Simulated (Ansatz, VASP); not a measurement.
In in VASP and in Ansatz

INCAR

```
ALGO = Normal
EDIFF = 1E-7
ENCUT = 520
GGA = PS
ISIF = 2
ISMEAR = -1
LASPH = True
LCHARG = False
LREAL = False
LWAVE = False
NBANDS = 12
NELM = 60
PREC = Accurate
SIGMA = 0.05
```

The input KPOINTS:

```
k-points
0
Gamma
  10 10 10
```

The input POSCAR:

```
In
1.0
   -1.9016376614      1.9016376614      1.8448747352
    1.9016376614     -1.9016376614      1.8448747352
    1.9016376614      1.9016376614     -1.8448747352
In
1
Direct
    0.0000000000      0.0000000000      0.0000000000
```

input.yaml

```yaml
crystal:
  lattice:
    - [-1.9016376614, 1.9016376614, 1.8448747352]
    - [1.9016376614, -1.9016376614, 1.8448747352]
    - [1.9016376614, 1.9016376614, -1.8448747352]
  atoms:
    - { symbol: In, position: [0.0, 0.0, 0.0] }
kpoints:
  mp_grid: { grid: [10, 10, 10] }
scf:
  occupations: { method: fermi_dirac, width: 0.05 }
hamiltonian:
  xc: pbesol
  pseudopotentials: { kind: all_electron, lapw: { basis_error: 0.001 } }
output:
  forces: true
  stress: true
  eigenvalues: true
```

Change from the starting cell: strain_z_fixed_volume = -0.02.

Alike in both runs: task single point; functional PBEsol; k mesh 10 × 10 × 10; occupations fermi-dirac, width 0.05 eV; no spin polarisation.

```csv
,VASP,Ansatz
version,VASP 6.6.1,Ansatz 0.2.0
potentials or method,"VASP PAW PBE potentials, release 64 (In_d)","all-electron LAPW, scalar-relativistic"
plane-wave cutoff (eV),520,see its input
```

```csv
,VASP,Ansatz,Ansatz less VASP
gap on the k mesh at the Fermi level (eV),none,none,-
pressure (GPa),-1.3,-1.3,+0.04
largest component of the traceless stress (GPa),0.36,0.36,-0.002
```

A gap of «none» marks a metal or a gap that the smearing closes. Ansatz ran all-electron here, so the differences hold the error of VASP's frozen core and of both bases.

Caveats: the PAW data sets were made with another functional, which shifts forces and pressure a little (VASP).
